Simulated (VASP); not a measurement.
# SnS2 in VASP: a series of runs

One slab, SnS2, is run at these levels: PBE; tasks: single point.

Program: VASP 6.6.1. These are calculated values, not measurements. Logs are shortened: lines on timing, memory, paths and dates and some standing lists are left out, and cuts for length are marked.

### Step 1. The structure

The cell holds a slab with vacuum, 9 atoms: a = 3.676 Å, b = 3.676 Å, c = 30.261 Å, α = 90.00°, β = 90.00°, γ = 120.00°.

### Step 2. Single point, PBE

Contents of INCAR:

```
PREC = Accurate
ENCUT = 900
EDIFF = 1E-6
ISMEAR = -1
SIGMA = 0.05
LREAL = False
LASPH = True
NELM = 60
ALGO = Fast
ISIF = 2
LWAVE = False
LCHARG = False
LDIPOL = True
IDIPOL = 3
DIPOL = 0.5 0.5 0.500
GGA = PE
```

Contents of KPOINTS:

```
Automatic mesh
0
Gamma
  6 6 1
```

Contents of POSCAR:

```
SnS2
1.0
    3.6758468805      0.0000000000      0.0000000000
   -1.8379234403      3.1833767789      0.0000000000
    0.0000000000      0.0000000000     30.2610129015
S Sn
6 3
Direct
    0.0000000000      0.0000000000      0.2478436536
    0.3333333300      0.6666666600      0.3444056653
    0.0000000000      0.0000000000      0.4517189942
    0.6666666700      0.3333333400      0.5482810058
    0.0000000000      0.0000000000      0.6555943347
    0.3333333300      0.6666666600      0.7521563464
    0.6666666700      0.3333333400      0.2961304108
    0.3333333300      0.6666666600      0.5000057513
    0.6666666700      0.3333333400      0.7038810919
```

Potentials or basis: VASP PAW PBE potentials, release 64 (S, Sn_d).

Command:

```
> cat potpaw_PBE.64/S/POTCAR potpaw_PBE.64/Sn_d/POTCAR > POTCAR
> mpirun -np 1 vasp_std > vasp.out
```

OUTCAR:

```text
PREC = Accurate
   ENCUT = 900
   EDIFF = 1E-6
   ISMEAR = -1
   LREAL = False
   LASPH = True
   NELM = 60
   ISIF = 2
   GGA = PE

 ion  position               nearest neighbor table
   1  0.000  0.000  0.248-   7 2.58   7 2.58   7 2.58
   2  0.333  0.667  0.344-   7 2.58   7 2.58   7 2.58
   3  0.000  0.000  0.452-   8 2.58   8 2.58   8 2.58
   4  0.667  0.333  0.548-   8 2.58   8 2.58   8 2.58
   5  0.000  0.000  0.656-   9 2.58   9 2.58   9 2.58
   6  0.333  0.667  0.752-   9 2.58   9 2.58   9 2.58
   7  0.667  0.333  0.296-   2 2.58   2 2.58   2 2.58   1 2.58   1 2.58   1 2.58
   8  0.333  0.667  0.500-   4 2.58   4 2.58   4 2.58   3 2.58   3 2.58   3 2.58
   9  0.667  0.333  0.704-   6 2.58   6 2.58   6 2.58   5 2.58   5 2.58   5 2.58

  LATTYP: Found a hexagonal cell.
 ALAT       =     3.6758468805
 C/A-ratio  =     8.2323921222

  Lattice vectors:

 A1 = (   3.6758468805,   0.0000000000,   0.0000000000)
 A2 = (  -1.8379234403,   3.1833767789,   0.0000000000)
 A3 = (   0.0000000000,   0.0000000000,  30.2610129015)

Analysis of symmetry for initial positions (statically):
=====================================================================
 Subroutine PRICEL returns:
 Original cell was already a primitive cell.

 Routine SETGRP: Setting up the symmetry group for a
 hexagonal supercell.

 Subroutine GETGRP returns: Found  6 space group operations
 (whereof  6 operations were pure point group operations)
 out of a pool of 24 trial point group operations.

The static configuration has the point symmetry C_3v.

Analysis of symmetry for dynamics (positions and initial velocities):
=====================================================================
 Subroutine PRICEL returns:
 Original cell was already a primitive cell.

 Routine SETGRP: Setting up the symmetry group for a
 hexagonal supercell.

 Subroutine GETGRP returns: Found  6 space group operations
 (whereof  6 operations were pure point group operations)
 out of a pool of 24 trial point group operations.

The dynamic configuration has the point symmetry C_3v.

 Subroutine INISYM returns: Found  6 space group operations
 (whereof  6 operations are pure point group operations),
 and found     1 'primitive' translations

----------------------------------------------------------------------------------------

                                     Primitive cell

  volume of cell :     354.1024

  direct lattice vectors                    reciprocal lattice vectors
     3.675846880  0.000000000  0.000000000     0.272046152  0.157065919  0.000000000
    -1.837923440  3.183376779  0.000000000     0.000000000  0.314131838  0.000000000
     0.000000000  0.000000000 30.261012901     0.000000000  0.000000000  0.033045820

  length of vectors
     3.675846880  3.675846880 30.261012901     0.314131838  0.314131838  0.033045820

  position of ions in fractional coordinates (direct lattice)
     0.000000000  0.000000000  0.247843654
     0.333333330  0.666666660  0.344405665
     0.000000000  0.000000000  0.451718994
     0.666666670  0.333333340  0.548281006
     0.000000000  0.000000000  0.655594335
     0.333333330  0.666666660  0.752156346
     0.666666670  0.333333340  0.296130411
     0.333333330  0.666666660  0.500005751
     0.666666670  0.333333340  0.703881092

  ion indices of the primitive-cell ions
   primitive index   ion index
                 1           1
                 2           2
                 3           3
                 4           4
                 5           5
                 6           6
                 7           7
                 8           8
                 9           9

----------------------------------------------------------------------------------------

 KPOINTS: Automatic mesh

Automatic generation of k-mesh.
 Grid dimensions read from file:
 generate k-points for:    6    6    1

 Generating k-lattice:

  Cartesian coordinates                     Fractional coordinates (reciprocal lattice)
     0.045341025  0.026177653  0.000000000     0.166666667  0.000000000  0.000000000
     0.000000000  0.052355306  0.000000000     0.000000000  0.166666667  0.000000000
     0.000000000  0.000000000  0.033045820     0.000000000  0.000000000  1.000000000

  Length of vectors
     0.052355306  0.052355306  0.033045820

  Shift w.r.t. Gamma in fractional coordinates (k-lattice)
     0.000000000  0.000000000  0.000000000

 Subroutine IBZKPT returns following result:
 ===========================================

 Found      7 irreducible k-points:

 Following reciprocal coordinates:
            Coordinates               Weight
  0.000000  0.000000  0.000000      1.000000
  0.166667  0.000000  0.000000      6.000000
  0.333333  0.000000  0.000000      6.000000
  0.500000  0.000000  0.000000      3.000000
  0.166667  0.166667  0.000000      6.000000
  0.333333  0.166667  0.000000     12.000000
  0.333333  0.333333  0.000000      2.000000
   k-points           NKPTS =      7   k-points in BZ     NKDIM =      7   number of bands    NBANDS=     46
   number of dos      NEDOS =    301   number of ions     NIONS =      9
   total plane-waves  NPLWV = 388800
   dimension x,y,z NGX =    36 NGY =   36 NGZ =  300
   dimension x,y,z NGXF=    72 NGYF=   72 NGZF=  600
   ions per type =               6   3
   NGX,Y,Z   is equivalent  to a cutoff of  16.28, 16.28, 16.48 a.u.
   NGXF,Y,Z  is equivalent  to a cutoff of  32.56, 32.56, 32.96 a.u.
 SYSTEM =  unknown system
   PREC   = accura    normal or accurate (medium, high low for compatibility)
   ISTART =      0    job   : 0-new  1-cont  2-samecut
   ICHARG =      2    charge: 1-file 2-atom 10-const
   ISPIN  =      1    spin polarized calculation?
   LNONCOLLINEAR =      F non collinear calculations
   LSORBIT =      F    spin-orbit coupling
   LASPH  =      T    aspherical Exc in radial PAW
   ENCUT  =  900.0 eV  66.15 Ry    8.13 a.u.   8.99  8.99 74.02*2*pi/ulx,y,z
   NELM   =     60;   NELMIN=  2; NELMDL= -5     # of ELM steps
   EDIFF  = 0.1E-05   stopping-criterion for ELM
   LREAL  =      F    real-space projection
   EDIFFG = 0.1E-04   stopping-criterion for IOM
   NSW    =      0    number of steps for IOM
   IBRION =     -1    ionic relax: 0-MD 1-quasi-New 2-CG
   NFREE  =      0    steps in history (QN), initial steepest desc. (CG)
   ISIF   =      2    stress and relaxation
   ISYM   =      2    0-nonsym 1-usesym 2-fastsym
   POTIM  = 0.5000    time-step for ionic-motion
   TEBEG  =    0.0;   TEEND  =   0.0 temperature during run
   PSTRESS=    0.0 pullay stress
   NELECT =      78.0000    total number of electrons
   NUPDOWN=      -1.0000    fix difference up-down
   EMIN   =  10.00;   EMAX   =-10.00  energy-range for DOS
   EFERMI =   0.00;   METHOD = LEGACY
   ISMEAR =    -1;   SIGMA  =   0.05  broadening in eV -4-tet -1-fermi 0-gaus
   EFERMI_NEDOS =   21; number of points for ismear=-14 and -15
   IALGO  =     68    algorithm
   IMIX   =      4    mixing-type and parameters
     AMIX     =   0.40;   BMIX     =  1.00
     AMIX_MAG =   1.60;   BMIX_MAG =  1.00
  volume/ion in A,a.u.               =      39.34       265.51
  Fermi-wavevector in a.u.,A,eV,Ry     =   0.988697  1.868367 13.300002  0.977523
  Thomas-Fermi vector in A             =   2.120243
   LORBIT       =      0    0 simple, 1 ext, 2 COOP (PROOUT), +10 PAW based schemes
   GGA     = PE    functional components
   LHFCALC =     F    Hartree Fock is set to
   AEXX    =    0.0000 exact exchange contribution
   IVDW    =     0    specifies the selected vdW correction
   LEPSILON=     F    determine dielectric tensor
   LRPA    =     F    only Hartree local field effects (RPA)
 non-spin polarized calculation
 RMM-DIIS sequential band-by-band and
  energy-cutoff  :      900.00
  volume of cell :      354.10
 maximum number of plane-waves:     21801
 NGX is ok and might be reduce to    36
   NGX = 17   NGY = 17   NGZ =149

 number of electron      77.9999997 magnetization

 dipolmoment           0.000000      0.000000     -0.000623 electrons x Angstroem

 Free energy of the ion-electron system (eV)
  ---------------------------------------------------
  ext. energy  EPLUGINS =         0.00000000
  ---------------------------------------------------
  free energy    TOTEN  =       -39.57742479 eV

  energy without entropy =      -39.57742461  energy(sigma->0) =      -39.57742470

 E-fermi :   0.5114     XC(G=0):  -6.0037

 val. band max:       -0.2788667872   @ k =   0.1667   0.0000   0.0000
 cond. band min:       1.2299912086   @ k =   0.5000   0.0000   0.0000
 fundamental gap:      1.5088579958
 Fermi energy:         0.5114468139

 k-point     1 :       0.0000    0.0000    0.0000
  band No.  band energies     occupation
      1     -21.0524      2.00000
      2     -21.0524      2.00000
      3     -21.0473      2.00000
      4     -21.0473      2.00000
      5     -21.0428      2.00000
      6     -21.0428      2.00000
[... 38 lines left out ...]
     45       3.5469      0.00000
     46       5.1449      0.00000

 k-point     2 :       0.1667    0.0000    0.0000
  band No.  band energies     occupation
      1     -21.0693      2.00000
      2     -21.0643      2.00000
      3     -21.0596      2.00000
      4     -21.0392      2.00000
      5     -21.0342      2.00000
      6     -21.0295      2.00000
[... 38 lines left out ...]
     45       4.5308      0.00000
     46       5.4423      0.00000

 k-point     3 :       0.3333    0.0000    0.0000
  band No.  band energies     occupation
      1     -21.1081      2.00000
      2     -21.1031      2.00000
      3     -21.0984      2.00000
      4     -21.0254      2.00000
      5     -21.0203      2.00000
      6     -21.0158      2.00000
[... 185 lines left out ...]
     45       5.6613      0.00000
     46       5.9137      0.00000

 k-point     7 :       0.3333    0.3333    0.0000
  band No.  band energies     occupation
      1     -21.0761      2.00000
      2     -21.0760      2.00000
      3     -21.0711      2.00000
      4     -21.0710      2.00000
      5     -21.0663      2.00000
      6     -21.0662      2.00000
[... 38 lines left out ...]
     45       5.9616      0.00000
     46       6.0169      0.00000

------------------------ aborting loop because EDIFF is reached ----------------------------------------

 vacuum level on the upper side and lower side of the slab       (xc-potential included)        -0.355        -0.320

  FORCE on cell =-STRESS in cart. coord.  units (eV):
  Direction    XX          YY          ZZ          XY          YZ          ZX
  --------------------------------------------------------------------------------------
  -------------------------------------------------------------------------------------
  Total        2.6496165      2.6496165      2.9022750     -0.0000000      0.0000000     -0.0000000
  in kB       11.9884956     11.9884956     13.1316783     -0.0000000      0.0000000     -0.0000000
  external PRESSURE =      12.3695565 kB  Pullay stress =       0.0000000 kB

 VOLUME and BASIS-vectors are now :
 -----------------------------------------------------------------------------
  energy-cutoff  :      900.00
  volume of cell :      354.10
      direct lattice vectors                 reciprocal lattice vectors
     3.675846880  0.000000000  0.000000000     0.272046152  0.157065919  0.000000000
    -1.837923440  3.183376779  0.000000000     0.000000000  0.314131838  0.000000000
     0.000000000  0.000000000 30.261012901     0.000000000  0.000000000  0.033045820

 POSITION                                       TOTAL-FORCE (eV/Angst)
 -----------------------------------------------------------------------------------
      0.00000      0.00000      7.50000        -0.000000      0.000000     -0.270248
     -0.00000      2.12225     10.42206         0.000000      0.000000      0.224369
      0.00000      0.00000     13.66947        -0.000000      0.000000     -0.220688
      1.83792      1.06113     16.59154        -0.000000      0.000000      0.220626
      0.00000      0.00000     19.83895        -0.000000      0.000000     -0.217288
     -0.00000      2.12225     22.76101        -0.000000     -0.000000      0.266334
      1.83792      1.06113      8.96121         0.000000      0.000000     -0.020479
     -0.00000      2.12225     15.13068         0.000000      0.000000      0.000118
      1.83792      1.06113     21.30015         0.000000      0.000000      0.017256
 -----------------------------------------------------------------------------------
    total drift:                               -0.000000      0.000002     -0.000044

  FREE ENERGIE OF THE ION-ELECTRON SYSTEM (eV)
  ---------------------------------------------------
  free  energy   TOTEN  =       -39.5774247871 eV

  energy  without entropy=      -39.5774246119  energy(sigma->0) =      -39.57742470

 vacuum level on the upper side and lower side of the slab         6.172         6.191
```

Wall time 7.9 min (1 thread of AMD EPYC 7R43 (Zen 3), shared host); peak memory 0.84 GiB.

What came out:

```
Free energy            : -39.5774 eV
Largest force          : 0.270 eV/Å
Band gap on the k mesh : 1.51 eV, indirect (least direct gap 1.72 eV)
```

Forces in eV/Å, atoms in the order of the input:
```
S    0.000  0.000 -0.270
S    0.000  0.000  0.224
S    0.000  0.000 -0.221
S    0.000  0.000  0.221
S    0.000  0.000 -0.217
S    0.000  0.000  0.266
Sn   0.000  0.000 -0.020
Sn   0.000  0.000  0.000
Sn   0.000  0.000  0.017
```

Caveat: spin-orbit coupling is left out, which moves the levels of the heavy elements.

### Step 3. Single point, PBE

INCAR is that of step 2.

KPOINTS is that of step 2.

POSCAR is that of step 2.

Potentials or basis: VASP PAW PBE potentials, release 64 (S, Sn).

Command:

```
> cat potpaw_PBE.64/S/POTCAR potpaw_PBE.64/Sn/POTCAR > POTCAR
> mpirun -np 1 vasp_std > vasp.out
```

Wall time 5 min (1 thread of AMD EPYC 7R43 (Zen 3), shared host); peak memory 0.72 GiB.

Results (log left out):

- Free energy: -39.6840 eV
- Largest force: 0.266 eV/Å
- Band gap on the k mesh: 1.52 eV, indirect (least direct gap 1.73 eV)

Forces in eV/Å, atoms in the order of the input:
```
S    0.000  0.000 -0.266
S    0.000  0.000  0.220
S    0.000  0.000 -0.217
S    0.000  0.000  0.217
S    0.000  0.000 -0.213
S    0.000  0.000  0.262
Sn   0.000  0.000 -0.020
Sn   0.000  0.000  0.000
Sn   0.000  0.000  0.017
```

Levels at points of the mesh, in eV from the valence-band top:
| k point | band 22 | band 23 | band 24 | band 25 | band 26 | band 27 |
| --- | --- | --- | --- | --- | --- | --- |
| (0.00, 0.00, 0.00) | -0.15 | -0.13 | -0.13 | 2.19 | 2.53 | 2.87 |
| (0.50, 0.00, 0.00) | -0.35 | -0.28 | -0.21 | 1.52 | 1.64 | 1.72 |

Caveat: spin-orbit coupling is left out, which moves the levels of the heavy elements.

### Step 4. Single point, PBE

INCAR is that of step 3.

KPOINTS is that of step 3.

POSCAR is that of step 3.

Potentials or basis: VASP PAW PBE potentials, release 64 (S, Sn_d).

Command:

```
> cat potpaw_PBE.64/S/POTCAR potpaw_PBE.64/Sn_d/POTCAR > POTCAR
> mpirun -np 1 vasp_std > vasp.out
```

OUTCAR:

```text
PREC = Accurate
   ENCUT = 900
   EDIFF = 1E-6
   ISMEAR = -1
   LREAL = False
   LASPH = True
   NELM = 60
   ISIF = 2
   GGA = PE

 ion  position               nearest neighbor table
   1  0.000  0.000  0.248-   7 2.58   7 2.58   7 2.58
   2  0.333  0.667  0.344-   7 2.58   7 2.58   7 2.58
   3  0.000  0.000  0.452-   8 2.58   8 2.58   8 2.58
   4  0.667  0.333  0.548-   8 2.58   8 2.58   8 2.58
   5  0.000  0.000  0.656-   9 2.58   9 2.58   9 2.58
   6  0.333  0.667  0.752-   9 2.58   9 2.58   9 2.58
   7  0.667  0.333  0.296-   2 2.58   2 2.58   2 2.58   1 2.58   1 2.58   1 2.58
   8  0.333  0.667  0.500-   4 2.58   4 2.58   4 2.58   3 2.58   3 2.58   3 2.58
   9  0.667  0.333  0.704-   6 2.58   6 2.58   6 2.58   5 2.58   5 2.58   5 2.58

  LATTYP: Found a hexagonal cell.
 ALAT       =     3.6758468805
[... 546 lines left out ...]
  energy-cutoff  :      900.00
  volume of cell :      354.10
      direct lattice vectors                 reciprocal lattice vectors
     3.675846880  0.000000000  0.000000000     0.272046152  0.157065919  0.000000000
    -1.837923440  3.183376779  0.000000000     0.000000000  0.314131838  0.000000000
     0.000000000  0.000000000 30.261012901     0.000000000  0.000000000  0.033045820

 POSITION                                       TOTAL-FORCE (eV/Angst)
 -----------------------------------------------------------------------------------
      0.00000      0.00000      7.50000        -0.000000      0.000000     -0.270248
     -0.00000      2.12225     10.42206         0.000000      0.000000      0.224369
      0.00000      0.00000     13.66947        -0.000000      0.000000     -0.220688
      1.83792      1.06113     16.59154        -0.000000      0.000000      0.220626
      0.00000      0.00000     19.83895        -0.000000      0.000000     -0.217288
     -0.00000      2.12225     22.76101        -0.000000     -0.000000      0.266334
      1.83792      1.06113      8.96121         0.000000      0.000000     -0.020479
     -0.00000      2.12225     15.13068         0.000000      0.000000      0.000118
      1.83792      1.06113     21.30015         0.000000      0.000000      0.017256
 -----------------------------------------------------------------------------------
    total drift:                               -0.000000      0.000002     -0.000044

  FREE ENERGIE OF THE ION-ELECTRON SYSTEM (eV)
  ---------------------------------------------------
  free  energy   TOTEN  =       -39.5774247871 eV

  energy  without entropy=      -39.5774246119  energy(sigma->0) =      -39.57742470

 vacuum level on the upper side and lower side of the slab         6.172         6.191
```

OSZICAR:

```text
N       E                     dE             d eps       ncg     rms          rms(c)
DAV:   1     0.105050382236E+04    0.10505E+04   -0.44967E+04   660   0.254E+03
DAV:   2     0.149384348467E+03   -0.90112E+03   -0.88136E+03   700   0.612E+02
DAV:   3    -0.270245898091E+02   -0.17641E+03   -0.17177E+03   788   0.236E+02
[... 11 lines left out ...]
RMM:  15    -0.395773930331E+02    0.80897E-05   -0.11410E-04   739   0.377E-02    0.290E-02
RMM:  16    -0.395774062664E+02   -0.13233E-04   -0.61934E-05   829   0.242E-02    0.194E-02
RMM:  17    -0.395774228518E+02   -0.16585E-04   -0.14680E-05   709   0.152E-02    0.129E-02
RMM:  18    -0.395774246621E+02   -0.18103E-05   -0.84101E-06   771   0.103E-02    0.122E-02
RMM:  19    -0.395774247871E+02   -0.12499E-06   -0.25771E-06   608   0.670E-03
   1 F= -.39577425E+02 E0= -.39577425E+02  d E =-.175192E-06
```

stdout:

```text
POSCAR found type information on POSCAR S Sn
 POSCAR found :  2 types and       9 ions
 scaLAPACK will be used
 LDA part: xc-table for (Slater+PW92), standard interpolation
 POSCAR, INCAR and KPOINTS ok, starting setup
 FFT: planning ... GRIDC
 FFT: planning ... GRID_SOFT
 FFT: planning ... GRID
 WAVECAR not read
 entering main loop
```

It took 7.2 min on 1 thread of AMD EPYC 7R43 (Zen 3), shared host; peak memory 0.82 GiB.

What came out:

- Free energy: -39.5774 eV
- Largest force: 0.270 eV/Å
- Band gap on the k mesh: 1.51 eV, indirect (least direct gap 1.72 eV)

Forces in eV/Å, atoms in the order of the input:
```
S    0.000  0.000 -0.270
S    0.000  0.000  0.224
S    0.000  0.000 -0.221
S    0.000  0.000  0.221
S    0.000  0.000 -0.217
S    0.000  0.000  0.266
Sn   0.000  0.000 -0.020
Sn   0.000  0.000  0.000
Sn   0.000  0.000  0.017
```

Levels at points of the mesh, in eV from the valence-band top:
```
           k point  band 36  band 37  band 38  band 39  band 40  band 41  band 42  band 43
(0.00, 0.00, 0.00)    -0.15    -0.15    -0.12    -0.12     2.18     2.52     2.86     3.77
(0.50, 0.00, 0.00)    -0.35    -0.35    -0.27    -0.21     1.51     1.63     1.71     4.69
```

Caveat: spin-orbit coupling is left out, which moves the levels of the heavy elements.
